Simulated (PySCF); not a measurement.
**Dipole moment and polarisability of malononitrile**

Malononitrile, C3H2N2.
Structure used (GFN2-xTB), in Å, numbered top down from 1:
```
atom  x, y, z in Å
N1     0.0234    2.2242    0.9139
C2    -0.1712    1.1757    0.5085
C3    -0.4208   -0.1542   -0.0052
C4     0.7872   -0.9482    0.0646
N5     1.7386   -1.5753    0.1180
H6    -1.2048   -0.6323    0.5923
H7    -0.7490   -0.0850   -1.0482
```

Level: CAM-B3LYP/def2-SVPD (PySCF), static field, nuclei fixed, core orbitals frozen in the response. The polarisability tensor in these axes (au):

```
x   40.44 -5.72  0.77
y   -5.72 49.21  4.60
z    0.77  4.60 32.49
```

Diagonalise the tensor; give its mean and Δα, where Δα² is half the sum of the squared differences of the eigenvalues.

Principal values 30.73, 38.65 and 52.76 au; mean 40.72 au = 6.03 Å³ = 6.71 × 10⁻⁴⁰ C²·m²/J; Δα = 19.33 au (47 % of the mean).

What is the dipole moment, and where does it point?

(-3.58, -1.32, -1.44) D, 4.08 D in size, pointing from the negative to the positive side. Measured along this direction, the outermost atoms are N1 and N5 at the negative end and H6 and H7 at the positive end.

In a dilute gas of rigid molecules at 500 K, how does the orientational term μ²/3kT compare with the electronic polarisability?

In Gaussian units μ²/3kT = 80.38 Å³ against 6.03 Å³, a ratio of 13.32; the Debye molar polarisation (4π/3)N_A(α + μ²/3kT) is 218.0 cm³/mol, leaving out the vibrational part.

Sum over states: ᾱ = Σ f/ω², ω in Eh. What share falls to these 8 lowest TDDFT singlets (eV, f)? 7.73, 0.0009; 7.92, 0.0000; 8.16, 0.0039; 8.23, 0.0000; 8.24, 0.0040; 8.29, 0.0021; 8.94, 0.0119; 9.19, 0.0210.

They add up to 0.42 au, 1.0 % of the 40.72 au; the largest single term is 0.18 au, from the state at 9.19 eV. Terms in order: 0.01, 0.00, 0.04, 0.00, 0.04, 0.02, 0.11, 0.18 au. Higher excitations give the rest. The strengths listed sum to 0.044.

Give the eigenvalues of the traceless quadrupole moment Θ = ½Σq(3rr − r²1), origin at the centre of nuclear charge.

-15.53, 7.46, 8.06 D·Å. The values depend on the origin, since the dipole doesn't vanish. The electronic extent ⟨r²⟩ about the same centre is 414 bohr², a root-mean-square distance of 1.85 Å for the 34 electrons.

Geometry: GFN2-xTB; no solvent, vibrations or thermal averaging.
